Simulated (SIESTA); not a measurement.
NiO:

```
Ni O
1.0
     0.00000    2.08590    2.08590
     2.08590    0.00000    2.08590
     2.08590    2.08590    0.00000
Ni O
1 1
Direct
  0.00000 0.00000 0.00000
  0.50000 0.50000 0.50000
```

Program: SIESTA 5.4.2. Alike in all runs: spin collinear, ferromagnetic start; cell as given; smearing fermi-dirac 0.05 eV; grid cutoff 800 Ry; energy shift 0.003 Ry.

Problem. Order these runs on this cell by their pressure, lowest first.
A. level vdW-DF-cx; potentials or basis PseudoDojo 0.4 standard (PBE files), DZP (energy shift 0.003 Ry; two zetas on semicore shells); k mesh 11 × 11 × 11
B. level LDA; potentials or basis PseudoDojo 0.4 standard (LDA files), DZP (energy shift 0.003 Ry; two zetas on semicore shells); k mesh 11 × 11 × 11
C. level PBE; potentials or basis PseudoDojo 0.4 standard (PBE files), DZP (energy shift 0.003 Ry; two zetas on semicore shells); k mesh 8 × 8 × 8; broadening (eV) 0.3 eV; window to (eV) 30 eV; polarisation polarized; direction 1.0 0.0 0.0; optical mesh offset true

Solution. B (-18.8 GPa), A (-7.7 GPa), C (-1.0 GPa).

Caveats: short orbitals over semicore shells can move pressures by several GPa; the basis of atomic orbitals isn't converged, which shifts pressures, moduli and gaps; the basis holds too few empty states to meet the f-sum rule, so the spectrum is short of weight at high energy (some runs).
